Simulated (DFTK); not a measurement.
C:

```
C
1.0
     0.00000    1.78337    1.78337
     1.78337    0.00000    1.78337
     1.78337    1.78337    0.00000
C
2
Direct
  0.75000 0.75000 0.75000
  0.50000 0.50000 0.50000
```

This isn't the form of C at room conditions, which is graphite.

Base run:

* Program: DFTK 0.8.2
* Functional: PBEsol
* Potentials or basis: SG15 1.2 (PBE)
* Cutoff: 1225 eV
* k mesh: 13 × 13 × 13
* Occupations: fermi-dirac, width 0.05 eV
* Spin: no spin polarisation

Its results: band gap on the k mesh 4.00 eV, indirect (least direct gap 5.54 eV); pressure -2.7 GPa.

Task: The run is repeated on the same cell with these changes: potentials or basis from SG15 1.2 (PBE) to dojo.nc.sr.pbesol.v0_4_1.standard.upf (PBEsol); cutoff from 1225 eV to 1116 eV. What comes out?

Result: Band gap on the k mesh 4.05 eV, indirect (least direct gap 5.56 eV); pressure -3.2 GPa.

Caveats: the potentials were made for another functional, which shifts forces and pressure (some runs); an odd mesh through Γ misses points on the zone boundary, where band edges often lie (some runs).

Not every run made on this cell is shown here.
